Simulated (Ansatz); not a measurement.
Hf:

```
CELL_PARAMETERS angstrom
-1.80500 1.80500 1.80500
1.80500 -1.80500 1.80500
1.80500 1.80500 -1.80500
ATOMIC_POSITIONS crystal
Hf 0.00000 0.00000 0.00000
```

This isn't the form of Hf at room conditions, which is hcp.

```yaml
Program: Ansatz 0.2.0
Task: single point
Functional: PBE
Potentials_or_basis: all-electron LAPW, scalar-relativistic
Cutoff: 213 eV (chosen from the basis error)
Basis_error_allowed: 0.001 eV/atom
k_mesh: 10 × 10 × 10
Occupations: fermi-dirac, width 0.05 eV
Spin: no spin polarisation
```

On this cell: pressure -4.9 GPa; band gap on the k mesh none (metal or under the smearing width).

The same run follows on a disturbed copy (cell strained at random at fixed volume):

```
CELL_PARAMETERS angstrom
-1.73538 1.78809 1.84034
1.76840 -1.76106 1.84632
1.78180 1.80748 -1.81331
ATOMIC_POSITIONS crystal
Hf 0.98347 0.99320 0.98959
```

Question: What changes?

Answer: The energy (extrapolated to zero smearing) moves by +1.9 meV/atom; pressure -4.8 GPa; band gap on the k mesh none (metal or under the smearing width).

Stress tensor (GPa, compression positive):
```
-5.61 -1.21 -0.95
-1.21 -4.96 -0.79
-0.95 -0.79 -3.86
```
